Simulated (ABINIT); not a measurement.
Crystal: LiCl.

```
CELL_PARAMETERS angstrom
0.00000 2.56477 2.56477
2.56477 0.00000 2.56477
2.56477 2.56477 0.00000
ATOMIC_POSITIONS crystal
Cl 0.50000 0.50000 0.50000
Li 0.00000 0.00000 0.00000
```

| Item | Value |
| --- | --- |
| Program | ABINIT 10.8.3 (patched build) |
| Task | single point |
| Functional | PBE |
| Potentials or basis | JTH PAW PBE v2.0 |
| Cutoff | 680 eV |
| k mesh | 9 × 9 × 9 |
| Occupations | fermi-dirac, width 0.05 eV |
| Spin | no spin polarisation |

On this cell: pressure 0.4 GPa; largest force zero by symmetry; band gap on the k mesh 6.32 eV, direct.

The same run follows on a disturbed copy (atoms moved at random, drawn with an rms of 0.05 Å):

```
Cl Li
1.0
     0.00000    2.56477    2.56477
     2.56477    0.00000    2.56477
     2.56477    2.56477    0.00000
Cl Li
1 1
Direct
  0.49436 0.52009 0.48159
  0.00738 0.97728 0.00359
```

Task: What does the disturbed cell give?

Result: The energy moves by +3.1 meV/atom; pressure 0.5 GPa; largest force 0.085 eV/Å; band gap on the k mesh 6.30 eV, direct.

Forces in eV/Å, atoms in the order of the input:
```
Cl  -0.038  0.067 -0.035
Li   0.038 -0.067  0.035
```

Stress tensor (GPa, compression positive):
```
 0.41  0.01 -0.01
 0.01  0.64  0.01
-0.01  0.01  0.51
```

Caveats: an odd mesh through Γ misses points on the zone boundary, where band edges often lie.
